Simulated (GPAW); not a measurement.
Wanted: an ASE script for a GPAW 26.7.0 run.

```
Task                : G0W0 quasiparticle levels
Functional          : PBE
Potentials or basis : GPAW PAW data sets (gpaw-data 1.2.1)
Cutoff              : 650 eV
Basis               : pw
k mesh              : 5 × 5 × 5
Occupations         : fermi-dirac, width 0.001 eV
Spin                : no spin polarisation
Response ecut       : 101.4 eV
Frequency           : ppa
Extrapolate         : yes
Qp bands            : 2
Maxiter             : 150
Integrate gamma     : WS
Vertex              : none
All k               : no
Response bands      : 53
```

The structure of BP lies in BP.xyz:

```xyz
2
Lattice="0.0000000000 2.2537713532 2.2537713532 2.2537713532 0.0000000000 2.2537713532 2.2537713532 2.2537713532 0.0000000000" Properties=species:S:1:pos:R:3 pbc="T T T"
P      3.3806570298      3.3806570298      3.3806570298
B      0.0000000000      0.0000000000      0.0000000000
```

These files were run (other wordings do the same):

run.py

```python
import json
import numpy as np
from ase.dft.bandgap import bandgap
from ase.io import read, write
from gpaw import GPAW, PW
from gpaw.response.g0w0 import G0W0

atoms = read('BP.xyz')

calc = GPAW(mode=PW(650),
            xc='PBE',
            kpts={'size': (5, 5, 5), 'gamma': True},
            occupations={'name': 'fermi-dirac', 'width': 0.001},
            nbands=11,
            convergence={'density': 1e-06},
            maxiter=150,
            txt='gpaw.txt')
atoms.calc = calc
energy = atoms.get_potential_energy()
calc.write('gs.gpw')
write('result.traj', atoms)
print(f'Energy: {energy:.6f} eV')
print('Fermi level:', round(calc.get_fermi_level(), 4), 'eV')
print(f'Gap: {bandgap(calc)[0]:.4f} eV, direct: {bandgap(calc, direct=True)[0]:.4f} eV')

calc.diagonalize_full_hamiltonian(nbands=57)
calc.write('full.gpw', mode='all')

ibz = calc.get_ibz_k_points()
gap, vbm, cbm = bandgap(calc, output=None)
gap, direct, _ = bandgap(calc, direct=True, output=None)
gamma = int(np.abs(ibz).sum(1).argmin())
kpts = sorted({gamma, vbm[1], cbm[1], direct[1]})
gw = G0W0(calc='full.gpw',
          filename='gw',
          ecut=101.4,
          ecut_extrapolation=True,
          relbands=(-2, 2),
          kpts=kpts,
          integrate_gamma='WS',
          ppa=True)
gw.calculate()
results = {mode: {key: np.asarray(r[key]).tolist() for key in ['f', 'eps', 'vxc', 'exx', 'sigma', 'Z', 'qp', 'sigma_eskn']}
           for mode, r in gw.all_results.items()}
json.dump({'kpts': ibz[kpts].tolist(), 'results': results}, open('gw.json', 'w'))
for mode, r in results.items():
    f, qp = np.array(r['f']), np.array(r['qp'])
    print(mode, 'quasiparticle energies (eV):')
    print(qp.round(3))
    print(mode, 'gap:', round(qp[f < 0.5].min() - qp[f > 0.5].max(), 4), 'eV')
```

Potentials or basis: GPAW PAW data sets (gpaw-data 1.2.1), pw.

The run is started by

```bash
$ OMP_NUM_THREADS=1 python run.py
```

It gave:

```yaml
Band_gap_on_the_k_mesh_mean-field_level: 1.21 eV, indirect (least direct gap 3.43 eV)
Quasiparticle_gap: 1.95 eV
Least_direct_quasiparticle_gap: 4.37 eV
```

Caveat: the k mesh is coarse (spacing up to 0.48 Å⁻¹), so the values aren't converged; the quasiparticle gap is taken among the few k points that were corrected; the long-wavelength limit can be off by a per cent or two; an odd mesh through Γ misses points on the zone boundary, where band edges often lie.

Run time: 49 s on 1 thread of Arm Neoverse V2 (shared host), peak memory 0.33 GiB.
